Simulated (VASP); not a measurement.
# Ta (Im-3m) in VASP: further runs

The runs below take Ta through relaxation of the atoms, with LDA.

Program: VASP 6.6.1. These are calculated values, not measurements. Logs are shortened: lines on timing, memory, paths and dates and some standing lists are left out, and cuts for length are marked.

## 1. The undisturbed crystal

The structure is cubic, space group Im-3m (No. 229). The conventional cell has a = 3.303 Å, b = 3.303 Å, c = 3.303 Å, α = 90.00°, β = 90.00°, γ = 90.00°. Ta (site symmetry m-3m) has 8 Ta at 2.86 Å as nearest neighbours.

## 2. Relaxation of the atoms, LDA (a relaxed cell with its volume scaled by 0.94)

INCAR

```
SYSTEM = Ta
PREC = Accurate ; ENCUT = 600
EDIFF = 1E-7 ; ISMEAR = 1
SIGMA = 0.1 ; LREAL = .FALSE.
LASPH = .TRUE. ; NELM = 80
ALGO = Normal ; ISIF = 2
LWAVE = .FALSE. ; LCHARG = .FALSE.
GGA = CA ; IBRION = 2
NSW = 40 ; EDIFFG = -0.01
```

KPOINTS

```
Automatic mesh
0
G
  16 16 16
  0 0 0
```

POSCAR

```
Ta                                      
1.0
   -1.5950515586      1.5950515586      1.5950515586
    1.5950515586     -1.5950515586      1.5950515586
    1.5950515586      1.5950515586     -1.5950515586
  Ta            
     1
Direct
     0.0000000000000000    0.0000000000000000    0.0000000000000000
```

Potentials or basis: VASP PAW LDA potentials, release 64 (Ta_pv).

The run is started by

```sh
cat potpaw_LDA.64/Ta_pv/POTCAR > POTCAR
mpirun -np 1 vasp_std > vasp.out
```

OUTCAR:

```text
SYSTEM = Ta
   PREC = Accurate
   ENCUT = 600
   EDIFF = 1E-7
   ISMEAR = 1
   LREAL = .FALSE.
   LASPH = .TRUE.
   NELM = 80
   ISIF = 2
   GGA = CA
   IBRION = 2
   NSW = 40
   EDIFFG = -0.01

 ion  position               nearest neighbor table
   1  0.000  0.000  0.000-

  LATTYP: Found a body centered cubic cell.
 ALAT       =     3.1901031172

  Lattice vectors:

 A1 = (  -1.5950515586,   1.5950515586,   1.5950515586)
 A2 = (   1.5950515586,  -1.5950515586,   1.5950515586)
 A3 = (   1.5950515586,   1.5950515586,  -1.5950515586)

Analysis of symmetry for initial positions (statically):
=====================================================================
 Subroutine PRICEL returns:
 Original cell was already a primitive cell.

 Routine SETGRP: Setting up the symmetry group for a
 body centered cubic supercell.

 Subroutine GETGRP returns: Found 48 space group operations
 (whereof 48 operations were pure point group operations)
 out of a pool of 48 trial point group operations.

The static configuration has the point symmetry O_h .

Analysis of symmetry for dynamics (positions and initial velocities):
=====================================================================
 Subroutine PRICEL returns:
 Original cell was already a primitive cell.

 Routine SETGRP: Setting up the symmetry group for a
 body centered cubic supercell.

 Subroutine GETGRP returns: Found 48 space group operations
 (whereof 48 operations were pure point group operations)
 out of a pool of 48 trial point group operations.

The dynamic configuration has the point symmetry O_h .

 Subroutine INISYM returns: Found 48 space group operations
 (whereof 48 operations are pure point group operations),
 and found     1 'primitive' translations

----------------------------------------------------------------------------------------

                                     Primitive cell

  volume of cell :      16.2325

  direct lattice vectors                    reciprocal lattice vectors
    -1.595051559  1.595051559  1.595051559     0.000000000  0.313469491  0.313469491
     1.595051559 -1.595051559  1.595051559     0.313469491  0.000000000  0.313469491
     1.595051559  1.595051559 -1.595051559     0.313469491  0.313469491  0.000000000

  length of vectors
     2.762710340  2.762710340  2.762710340     0.443312805  0.443312805  0.443312805

  position of ions in fractional coordinates (direct lattice)
     0.000000000  0.000000000  0.000000000

  ion indices of the primitive-cell ions
   primitive index   ion index
                 1           1

----------------------------------------------------------------------------------------

 KPOINTS: Automatic mesh

Automatic generation of k-mesh.
 Grid dimensions read from file:
 generate k-points for:   16   16   16

 Generating k-lattice:

  Cartesian coordinates                     Fractional coordinates (reciprocal lattice)
     0.000000000  0.019591843  0.019591843     0.062500000  0.000000000  0.000000000
     0.019591843  0.000000000  0.019591843     0.000000000  0.062500000  0.000000000
     0.019591843  0.019591843  0.000000000     0.000000000  0.000000000  0.062500000

  Length of vectors
     0.027707050  0.027707050  0.027707050

  Shift w.r.t. Gamma in fractional coordinates (k-lattice)
     0.000000000  0.000000000  0.000000000

 Subroutine IBZKPT returns following result:
 ===========================================

 Found    145 irreducible k-points:

 Following reciprocal coordinates:
            Coordinates               Weight
  0.000000  0.000000  0.000000      1.000000
  0.062500  0.000000  0.000000     12.000000
  0.125000  0.000000  0.000000     12.000000
  0.187500  0.000000  0.000000     12.000000
  0.250000  0.000000  0.000000     12.000000
  0.312500  0.000000  0.000000     12.000000
[... 16 lines left out ...]
  0.187500  0.187500  0.000000     24.000000
  0.250000  0.187500  0.000000     48.000000
 [... further k-points ...]
   k-points           NKPTS =    145   k-points in BZ     NKDIM =    145   number of bands    NBANDS=      9
   number of dos      NEDOS =    301   number of ions     NIONS =      1
   total plane-waves  NPLWV =  13824
   dimension x,y,z NGX =    24 NGY =   24 NGZ =   24
   dimension x,y,z NGXF=    48 NGYF=   48 NGZF=   48
   ions per type =               1
   NGX,Y,Z   is equivalent  to a cutoff of  14.44, 14.44, 14.44 a.u.
   NGXF,Y,Z  is equivalent  to a cutoff of  28.88, 28.88, 28.88 a.u.
 SYSTEM =  Ta
   PREC   = accura    normal or accurate (medium, high low for compatibility)
   ISTART =      0    job   : 0-new  1-cont  2-samecut
   ICHARG =      2    charge: 1-file 2-atom 10-const
   ISPIN  =      1    spin polarized calculation?
   LNONCOLLINEAR =      F non collinear calculations
   LSORBIT =      F    spin-orbit coupling
   LASPH  =      T    aspherical Exc in radial PAW
   ENCUT  =  600.0 eV  44.10 Ry    6.64 a.u.   5.52  5.52  5.52*2*pi/ulx,y,z
   NELM   =     80;   NELMIN=  2; NELMDL= -5     # of ELM steps
   EDIFF  = 0.1E-06   stopping-criterion for ELM
   LREAL  =      F    real-space projection
   EDIFFG = -.1E-01   stopping-criterion for IOM
   NSW    =     40    number of steps for IOM
   IBRION =      2    ionic relax: 0-MD 1-quasi-New 2-CG
   NFREE  =      1    steps in history (QN), initial steepest desc. (CG)
   ISIF   =      2    stress and relaxation
   ISYM   =      2    0-nonsym 1-usesym 2-fastsym
   POTIM  = 0.5000    time-step for ionic-motion
   TEBEG  =    0.0;   TEEND  =   0.0 temperature during run
   PSTRESS=    0.0 pullay stress
   NELECT =      11.0000    total number of electrons
   NUPDOWN=      -1.0000    fix difference up-down
   EMIN   =  10.00;   EMAX   =-10.00  energy-range for DOS
   EFERMI =   0.00;   METHOD = LEGACY
   ISMEAR =     1;   SIGMA  =   0.10  broadening in eV -4-tet -1-fermi 0-gaus
   EFERMI_NEDOS =   21; number of points for ismear=-14 and -15
   IALGO  =     38    algorithm
   IMIX   =      4    mixing-type and parameters
     AMIX     =   0.40;   BMIX     =  1.00
     AMIX_MAG =   1.60;   BMIX_MAG =  1.00
  volume/ion in A,a.u.               =      16.23       109.54
  Fermi-wavevector in a.u.,A,eV,Ry     =   1.437952  2.717335 28.132841  2.067705
  Thomas-Fermi vector in A             =   2.556973
   LORBIT       =      0    0 simple, 1 ext, 2 COOP (PROOUT), +10 PAW based schemes
   GGA     = CA    functional components
   LHFCALC =     F    Hartree Fock is set to
   AEXX    =    0.0000 exact exchange contribution
   IVDW    =     0    specifies the selected vdW correction
   LEPSILON=     F    determine dielectric tensor
   LRPA    =     F    only Hartree local field effects (RPA)
 conjugate gradient relaxation of ions
 non-spin polarized calculation
 Methfessel and Paxton  Order N= 1 SIGMA  =   0.10
  energy-cutoff  :      600.00
  volume of cell :       16.23
 maximum number of plane-waves:       559
 NGX is ok and might be reduce to    24
   NGX = 11   NGY = 11   NGZ = 11

 number of electron      11.0000001 magnetization

 Free energy of the ion-electron system (eV)
  ---------------------------------------------------
  ext. energy  EPLUGINS =         0.00000000
  ---------------------------------------------------
  free energy    TOTEN  =       -12.77792255 eV

  energy without entropy =      -12.77814778  energy(sigma->0) =      -12.77799763

 E-fermi :   6.3079     XC(G=0): -13.3311

 val. band max:        6.2964229129   @ k =   0.3125   0.0000   0.0000
 cond. band min:       6.3153020465   @ k =  -0.3750   0.5000   0.0625
 fundamental gap:      0.0188791337
 Fermi energy:         6.3078766064

 k-point     1 :       0.0000    0.0000    0.0000
  band No.  band energies     occupation
      1     -26.1819      2.00000
      2     -26.1819      2.00000
      3     -26.1819      2.00000
      4      -1.9237      2.00000
      5       6.9552     -0.00000
      6       6.9552     -0.00000
      7       6.9552     -0.00000
      8      10.5971      0.00000
      9      10.5971      0.00000

 k-point     2 :       0.0625    0.0000    0.0000
  band No.  band energies     occupation
      1     -26.2531      2.00000
      2     -26.2031      2.00000
      3     -26.1825      2.00000
      4      -1.7225      2.00000
      5       6.8237     -0.00000
      6       6.9193     -0.00000
      7       7.1523     -0.00000
      8      10.3770      0.00000
      9      10.5959      0.00000

 k-point     3 :       0.1250    0.0000    0.0000
  band No.  band energies     occupation
      1     -26.4517      2.00000
      2     -26.2628      2.00000
      3     -26.1842      2.00000
      4      -1.1518      2.00000
      5       6.4710     -0.04330
      6       6.7586     -0.00000
      7       7.7356     -0.00000
      8       9.9734      0.00000
      9      10.6076      0.00000

 k-point     4 :       0.1875    0.0000    0.0000
  band No.  band energies     occupation
      1     -26.7388      2.00000
      2     -26.3510      2.00000
      3     -26.1867      2.00000
      4      -0.3168      2.00000
      5       5.9925      2.00008
      6       6.4276     -0.07068
      7       8.6809      0.00000
      8       9.8021      0.00000
      9      10.6675      0.00000
[... 205 lines left out ...]
 k-point    22 :       0.4375    0.1250    0.0000
  band No.  band energies     occupation
      1     -27.7712      2.00000
      2     -26.8001      2.00000
      3     -26.2871      2.00000
      4       1.9999      2.00000
      5       4.5133      2.00000
      6       7.5597     -0.00000
      7      10.3234      0.00000
      8      12.0825      0.00000
      9      15.8839      0.00000

 k-point    23 :       0.1875    0.1875    0.0000
  band No.  band energies     occupation
      1     -27.3376      2.00000
      2     -26.5881      2.00000
      3     -26.3066      2.00000
      4       1.8984      2.00000
      5       5.0649      2.00000
      6       5.5171      2.00000
      7       9.5794      0.00000
      8      11.5461      0.00000
      9      12.2482      0.00000

 k-point    24 :       0.2500    0.1875    0.0000
  band No.  band energies     occupation
      1     -27.5005      2.00000
      2     -26.7282      2.00000
      3     -26.3291      2.00000
      4       2.4711      2.00000
      5       4.7941      2.00000
      6       5.6840      2.00000
      7       9.8873      0.00000
      8      11.6514      0.00000
      9      13.9120      0.00000

 [... further k-points ...]

------------------------ aborting loop because EDIFF is reached ----------------------------------------

  FORCE on cell =-STRESS in cart. coord.  units (eV):
  Direction    XX          YY          ZZ          XY          YZ          ZX
  --------------------------------------------------------------------------------------
  -------------------------------------------------------------------------------------
  Total        1.5082597      1.5082597      1.5082597      0.0000000      0.0000000      0.0000000
  in kB      148.8684078    148.8684078    148.8684078      0.0000000      0.0000000      0.0000000
  external PRESSURE =     148.8684078 kB  Pullay stress =       0.0000000 kB

 VOLUME and BASIS-vectors are now :
 -----------------------------------------------------------------------------
  energy-cutoff  :      600.00
  volume of cell :       16.23
      direct lattice vectors                 reciprocal lattice vectors
    -1.595051559  1.595051559  1.595051559     0.000000000  0.313469491  0.313469491
     1.595051559 -1.595051559  1.595051559     0.313469491  0.000000000  0.313469491
     1.595051559  1.595051559 -1.595051559     0.313469491  0.313469491  0.000000000

 POSITION                                       TOTAL-FORCE (eV/Angst)
 -----------------------------------------------------------------------------------
      0.00000      0.00000      0.00000        -0.000000      0.000000     -0.000000
 -----------------------------------------------------------------------------------
    total drift:                                0.000000      0.000000     -0.000000

  FREE ENERGIE OF THE ION-ELECTRON SYSTEM (eV)
  ---------------------------------------------------
  free  energy   TOTEN  =       -12.7779225483 eV

  energy  without entropy=      -12.7781477813  energy(sigma->0) =      -12.77799763

 reached required accuracy - stopping structural energy minimisation
```

Wall time 7.1 s (1 thread of Intel Xeon 6975P-C (Granite Rapids), shared host); peak memory 0.15 GiB.

Results:

```yaml
Free_energy: -12.7779 eV
Pressure_after_relaxing: 14.9 GPa
Band_gap_on_the_k_mesh: none (metal or under the smearing width)
```

Final structure:
```cif
data_structure
_symmetry_space_group_name_H-M 'P 1'
_symmetry_Int_Tables_number 1
_cell_length_a 2.7627
_cell_length_b 2.7627
_cell_length_c 2.7627
_cell_angle_alpha 109.471
_cell_angle_beta 109.471
_cell_angle_gamma 109.471
_cell_volume 16.23
loop_
_atom_site_label
_atom_site_type_symbol
_atom_site_fract_x
_atom_site_fract_y
_atom_site_fract_z
_atom_site_occupancy
Ta1 Ta 0.00000 0.00000 0.00000 1
```

Levels at points of the mesh, in eV from the Fermi level:
```tsv
k point	band 2	band 3	band 4	band 5	band 6	band 7	band 8	band 9
(0.00, 0.00, 0.00)	-32.49	-32.49	-8.23	0.65	0.65	0.65	4.29	4.29
(0.50, 0.00, 0.00)	-33.02	-32.51	-4.87	-1.93	2.28	4.25	5.39	8.82
(0.50, 0.50, 0.50)	-33.64	-33.64	-4.50	-4.50	7.67	7.67	7.67	9.76
```

Caveat: the relaxation stopped at its first step, so nothing moved.

## 3. Relaxation of the atoms, LDA (a relaxed cell with its volume scaled by 0.96)

INCAR is that of step 2.

KPOINTS is that of step 2.

POSCAR

```
Ta                                      
1.0
   -1.6062846862      1.6062846862      1.6062846862
    1.6062846862     -1.6062846862      1.6062846862
    1.6062846862      1.6062846862     -1.6062846862
  Ta            
     1
Direct
     0.0000000000000000    0.0000000000000000    0.0000000000000000
```

Potentials or basis: VASP PAW LDA potentials, release 64 (Ta_pv).

The run is started by

```sh
cat potpaw_LDA.64/Ta_pv/POTCAR > POTCAR
mpirun -np 1 vasp_std > vasp.out
```

Run time: 6.8 s. Hardware: 1 thread of Intel Xeon 6975P-C (Granite Rapids), shared host; peak memory 0.15 GiB.

It converged, with:

* Free energy: -12.8041 eV
* Pressure after relaxing: 9.4 GPa
* Band gap on the k mesh: none (metal or under the smearing width)

Final structure:
```
Ta
1.0
    -1.60628    1.60628    1.60628
     1.60628   -1.60628    1.60628
     1.60628    1.60628   -1.60628
Ta
1
Direct
  0.00000 0.00000 0.00000
```

Levels at points of the mesh, in eV from the Fermi level:
```csv
k point,band 3,band 4,band 5,band 6,band 7,band 8
"(0.00, 0.00, 0.00)",-32.56,-8.14,0.67,0.67,0.67,4.23
"(0.50, 0.00, 0.00)",-32.57,-4.75,-1.84,2.17,4.17,5.29
"(0.50, 0.50, 0.50)",-33.64,-4.34,-4.34,7.50,7.50,7.50
```

Caveat: the relaxation stopped at its first step, so nothing moved. Spin-orbit coupling is left out, which matters for the levels of Ta.

## 4. Relaxation of the atoms, LDA (a relaxed cell with its volume scaled by 0.98)

INCAR is that of step 3.

KPOINTS is that of step 3.

POSCAR

```
Ta                                      
1.0
   -1.6173628617      1.6173628617      1.6173628617
    1.6173628617     -1.6173628617      1.6173628617
    1.6173628617      1.6173628617     -1.6173628617
  Ta            
     1
Direct
     0.0000000000000000    0.0000000000000000    0.0000000000000000
```

The run is started by

```sh
cat potpaw_LDA.64/Ta_pv/POTCAR > POTCAR
mpirun -np 1 vasp_std > vasp.out
```

Wall time 6.9 s (1 thread of Intel Xeon 6975P-C (Granite Rapids), shared host); peak memory 0.15 GiB.

The run converged. Its results:

| Quantity | Value |
| --- | --- |
| Free energy | -12.8189 eV |
| Pressure after relaxing | 4.5 GPa |
| Band gap on the k mesh | none (metal or under the smearing width) |

Final structure:
```
CELL_PARAMETERS angstrom
-1.61736 1.61736 1.61736
1.61736 -1.61736 1.61736
1.61736 1.61736 -1.61736
ATOMIC_POSITIONS crystal
Ta 0.00000 0.00000 0.00000
```

Levels at points of the mesh, in eV from the Fermi level:
| k point | band 2 | band 3 | band 4 | band 5 | band 6 | band 7 | band 8 | band 9 |
| --- | --- | --- | --- | --- | --- | --- | --- | --- |
| (0.00, 0.00, 0.00) | -32.64 | -32.64 | -8.06 | 0.68 | 0.68 | 0.68 | 4.16 | 4.16 |
| (0.50, 0.00, 0.00) | -33.10 | -32.65 | -4.65 | -1.77 | 2.06 | 4.09 | 5.18 | 8.39 |
| (0.50, 0.50, 0.50) | -33.65 | -33.65 | -4.20 | -4.20 | 7.32 | 7.32 | 7.32 | 9.35 |

Caveat: the relaxation stopped at its first step, so nothing moved.

## 5. Summary

| cell | gap on the mesh (eV) | pressure (GPa) |
| --- | --- | --- |
| atoms relaxed from: a relaxed cell with its volume scaled by 0.94 | none | 14.9 |
| atoms relaxed from: a relaxed cell with its volume scaled by 0.96 | none | 9.4 |
| atoms relaxed from: a relaxed cell with its volume scaled by 0.98 | none | 4.5 |

Alike in all rows: task relaxation of the atoms; level LDA; potentials or basis VASP PAW LDA potentials, release 64 (Ta_pv); no spin polarisation; k mesh 16 × 16 × 16; cutoff (eV) 600; smearing methfessel-paxton 0.1 eV.

Caveats: the relaxation stopped at its first step, so nothing moved.

Absolute energies hang on the potentials; compare differences alone.
